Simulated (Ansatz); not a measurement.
Runs of Ansatz 0.2.0 on Te2Mo. Symmetry: P6_3/mmc, No. 194, hexagonal system. The conventional cell has a = 3.518 Å, b = 3.518 Å, c = 13.974 Å, α = 90.00°, β = 90.00°, γ = 120.00°. Te (site symmetry 3m) is surrounded by 3 Mo at 2.72 Å. Mo (site symmetry -6m2) has 6 Te at 2.72 Å as nearest neighbours. 

```csv
task,level,potentials or basis,U,cell,cutoff (eV),points for each segment of the path,hubbard projectors,double counting,gap on the mesh (eV),pressure (GPa),largest force (eV/Å)
band structure,revPBE,Ansatz PAW,-,as given,420,14,-,-,0.80,4.3,(a)
band structure,PBE,Ansatz PAW polarizable,-,as given,420,14,-,-,0.78,2.9,0.17
relaxation of cell and atoms,r2SCAN+U,Ansatz PAW,Mo d U = 6.2 eV,relaxed,500,-,ortho-atomic (the default),fll (the default),-,0.0,-
single point,PBE,Ansatz PAW,-,as given,600,-,-,-,0.78,2.9,0.17
```

Alike in all rows: no spin polarisation; k mesh 9 × 9 × 2; smearing fermi-dirac 0.05 eV.

Question: Fill in the values left out.

Answer: (a) 0.23.

Caveats: spin-orbit coupling is left out, which moves the levels of the heavy elements (some runs); this functional lacks dispersion, which binds the layers, so the pressure and a relaxed spacing across them are unreliable (some runs); the k mesh misses the band edges, so the gap on the mesh is wider than the one along the path (some runs); the PAW data sets come from PBE, with cores solved anew for the run's functional, which leaves a small shift of forces and pressure (some runs); the plane-wave basis is chosen anew once the cell has moved, so the energies of steps on either side of that aren't comparable (some runs); the U is typed as a test and isn't derived for this compound (some runs).

A k mesh can miss the band edges, and the runs leave out spin-orbit coupling on Mo, Te.
